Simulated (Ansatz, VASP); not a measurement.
# Two plane-wave programs on MgS (Niningerite)

```
Mg S
1.0
     0.00000    2.60165    2.60165
     2.60165    0.00000    2.60165
     2.60165    2.60165    0.00000
Mg S
1 1
Direct
  0.00000 0.00000 0.00000
  0.50000 0.50000 0.50000
```

Alike in both runs: task relaxation of cell and atoms; functional PBEsol; k mesh 8 × 8 × 8; occupations gaussian, width 0.02 eV; no spin polarisation.

|  | VASP | Ansatz |
| --- | --- | --- |
| version | VASP 6.6.1 | Ansatz 0.2.0 |
| potentials or method | VASP PAW PBE potentials, release 64 (Mg, S) | scalar-relativistic, plane waves, PAW |
| plane-wave cutoff (eV) | 600 | 420 |
| valence electrons in the cell | 8 | 16 |

VASP gave:

```
gap on the k mesh at the Fermi level, each at its own relaxed structure (eV) : 2.73
relaxed volume (Å³/atom)                                                     : 17.36
relaxed cell length with the largest relative difference (Å)                 : 3.662
```

**Question.** Estimate Ansatz's values.

**Answer.** gap on the k mesh at the Fermi level, each at its own relaxed structure (eV): 2.73; relaxed volume (Å³/atom): 17.39; relaxed cell length with the largest relative difference (Å): 3.664.

The two sets of potentials don't hold the same shells in valence.

Caveats: the PAW data sets were made with another functional, which shifts forces and pressure a little (VASP). Expect the measured gap to be larger: semilocal functionals such as PBEsol lack the derivative discontinuity. A k mesh can miss the band edges.
